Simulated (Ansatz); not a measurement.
**Cobalt, hcp: revPBE0 after revPBE**

How do the levels and moments change when part of the exchange is made exact, and what does it cost? The cell comes from an earlier revPBE relaxation. Exact exchange is dear, so the k-mesh is coarse, and revPBE is run on the same mesh for comparison.

Method: DFT, plane waves (420 eV) with PBE-made PAW files, scalar-relativistic; functionals as named at each step, in Ansatz 0.2.0.

## (1) The starting structure

Symmetry: P6_3/mmc, No. 194, hexagonal system. Conventional cell: a = 2.512 Å, b = 2.512 Å, c = 4.056 Å, α = 90.00°, β = 90.00°, γ = 120.00°. Around Co (site symmetry -6m2) lie 12 Co at 2.49 to 2.51 Å.

Structure file:

```cif
data_structure
_symmetry_space_group_name_H-M 'P6_3/mmc'
_symmetry_Int_Tables_number 194
_cell_length_a 2.5122
_cell_length_b 2.5122
_cell_length_c 4.0562
_cell_angle_alpha 90.000
_cell_angle_beta 90.000
_cell_angle_gamma 120.000
_cell_volume 22.17
loop_
_atom_site_label
_atom_site_type_symbol
_atom_site_symmetry_multiplicity
_atom_site_Wyckoff_symbol
_atom_site_fract_x
_atom_site_fract_y
_atom_site_fract_z
_atom_site_occupancy
Co1 Co 2 c 0.33333 0.66667 0.25000 1
```

The atoms start with moments of +1.71 ×2 μB.

## (2) revPBE on the coarse mesh

The run with revPBE.

input.yaml reads:

```yaml
crystal:
  lattice:
    - [2.512249899, 0.0, 0.0]
    - [-1.2561249495, 2.1756722332, 0.0]
    - [0.0, 0.0, 4.0561540605]
  atoms:
    - { symbol: Co, position: [0.3333333333, 0.6666666667, 0.25], spin: 1.714 }
    - { symbol: Co, position: [0.6666666667, 0.3333333333, 0.75], spin: 1.714 }
hamiltonian:
  xc: revpbe
  pseudopotentials:
    kind: paw
    azcp:
      Co: "pseudopotentials/Co.paw.azcp"
basis:
  ecutwfc: 420
  fft_grid_basis: typed
kpoints:
  mp_grid: { grid: [7, 7, 4], shift: [0, 0, 0] }
magnetization:
  spin_polarized: true
scf:
  occupations: { method: fermi_dirac, width: 0.1 }
```

Output, shortened:

```text
Warning: RAYON_NUM_THREADS=4 ignored (pool sized by the plan → 4); use --threads N
[...]
Pseudopotentials: kind: paw
Pseudopotential: Co, paw, valence charge 17, recommended cutoff 420 eV (normal), <dir>
Functional definition: revPBE
[...]
Crystal: 2 atoms, lattice volume = 22.170 Å³
Basis set: ecut = 420 eV, 415 PW (Γ)
Bands: 23, of which v1, the nominal top of the filled ones, is band 17 counted from 1 (16 counted from 0)
Symmetry: 24 space group operations
Space group: P63/mmc (ITA 194), of the structure as read, at distance tolerance 2.8e-5 Å
Magnetic group: BNS 194.263 (UNI 1493), of the structure as read, at distance tolerance 2.8e-5 Å
k-points: 24 of 196
[...]
Starting moments: Σ|m| = 3.428 μB on 2 of 2 sites
[...]
SCF iter   1: F=—  HF=-10258.631630 eV  |F-HF|=—  |Δ(HF+E_count)|=         —  Δρ=1.11e-1 (↑1.48e-2 ↓1.11e-1)  dr2=2.03e0  dr2_m=4.85e-1  M=3.484 μB ∫|m|=3.633 μB  β_m=0.30  ethr=3.10e-3  ⟨swp⟩=5.0  Hψ=4062  notcnv=0
[...]
SCF iter  10: F=-10259.271781 eV  HF=-10259.271781 eV  |F-HF|=3.74e-9  |Δ(HF+E_count)|=   5.41e-9  Δρ=5.46e-6 (↑7.60e-7 ↓5.46e-6)  dr2=4.95e-9  dr2_m=1.29e-9  M=3.310 μB ∫|m|=3.648 μB  ethr=6.51e-11  ⟨swp⟩=1.0  Hψ=2955  notcnv=0
[...]
SCF converged after 10 iterations
Magnetization: 3.3097 μB (18.6549 up, 15.3451 down)
Absolute magnetization: 3.6494 μB (∫|ρ↑−ρ↓|, with the PAW one-centre terms)
Spin contamination: 0.0638 ħ² per cell (⟨S²⟩ above its minimum at these occupations)
Per-site moments (μB) at R_I (Å): [(1.7327948548755985, 1.0285153181839253), (1.7327948548755983, 1.0285153181839253)]
Free energy (F): -10259.271781 eV
[...]
E sigma→0 (E₀):  -10259.235717 eV
Entropy (-TS):   -0.072129 eV (-36.064 meV/atom)
Fermi energy:    18.318702 eV
[...]
```

It took 1.2 s on 4 threads of an x86-64 CPU, shared host; peak memory 0.39 GiB.

## (3) revPBE0 on the coarse mesh

The run with revPBE0.

input.yaml, as its differences from that of step 2:

```diff
@@ -9,3 +9,3 @@
 hamiltonian:
-  xc: revpbe
+  xc: revpbe0
   pseudopotentials:
```

Output, shortened:

```text
Warning: RAYON_NUM_THREADS=4 ignored (pool sized by the plan → 4); use --threads N
[...]
Pseudopotentials: kind: paw
Pseudopotential: Co, paw, valence charge 17, recommended cutoff 420 eV (normal), <dir>
Functional definition: revPBE0
[...]
Crystal: 2 atoms, lattice volume = 22.170 Å³
Basis set: ecut = 420 eV, 415 PW (Γ)
Bands: 23, of which v1, the nominal top of the filled ones, is band 17 counted from 1 (16 counted from 0)
Symmetry: 24 space group operations
Space group: P63/mmc (ITA 194), of the structure as read, at distance tolerance 2.8e-5 Å
Magnetic group: BNS 194.263 (UNI 1493), of the structure as read, at distance tolerance 2.8e-5 Å
k-points: 24 of 196
[...]
Starting moments: Σ|m| = 3.428 μB on 2 of 2 sites
[...]
hybrid SCF converged: 2 outer / 25 inner (+0 warm-up), last move |dexx| = 9.13e-5 eV, tail = 9.37e-7 eV
Magnetization: 3.9178 μB (18.9589 up, 15.0411 down)
Absolute magnetization: 4.8947 μB (∫|ρ↑−ρ↓|, with the PAW one-centre terms)
Spin contamination: 0.2736 ħ² per cell (⟨S²⟩ above its minimum at these occupations)
Per-site moments (μB) at R_I (Å): [(2.160855987155583, 1.0285153181839253), (2.160855987155583, 1.0285153181839253)]
Free energy (F): -10253.514710 eV
Frozen-core exchange: fock
[...]
E sigma→0 (E₀):  -10253.510334 eV
Entropy (-TS):   -0.008751 eV (-4.375 meV/atom)
Fermi energy:    18.626407 eV
[...]
--- Band table (eV; the first three rows and the last of 48) ---
[... band rows left out ...]
[...]
  guard bands above this table: 2 of the run's 23 bands, where the rule asks 3: the bands that hold charge and the lowest empty level above them stay in the table. The solve was not asked for them (output.publish_guard_bands: true or output.eigenvalues: true publishes all)
```

Run time: 36 s. Hardware: 4 threads of an x86-64 CPU, shared host; peak memory 0.86 GiB.

## (4) Side by side

```
functional               gap on the mesh  Fermi energy (eV)                         magnetic state  SCF cycles  exchange loops  CPU time
    revPBE  none (levels filled in part)             18.319  ferromagnetic, up to 1.73 μB per atom          10               -       3 s
   revPBE0  none (levels filled in part)             18.626  ferromagnetic, up to 2.16 μB per atom          25               2   1.8 min
```

## (5) Results

| quantity | value |
| --- | --- |
| revPBE: gap | none (levels filled in part) |
| revPBE: magnetic state | ferromagnetic, up to 1.73 μB per atom |
| revPBE0: gap | none (levels filled in part) |
| revPBE0: magnetic state | ferromagnetic, up to 2.16 μB per atom |
| revPBE0: SCF cycles, exchange loops | 25, 2 |
| revPBE0: CPU time over that of revPBE | 37 |

Both revPBE and revPBE0 leave levels filled in part. The largest moment goes from 1.73 to 2.16 μB; exact exchange favours larger moments in itinerant magnets. revPBE0 cost 37 times the CPU time of revPBE. revPBE0 needed 2 outer loops of the exchange operator. Absolute energies differ from functional to functional, by eV per atom at times, and say nothing by themselves.
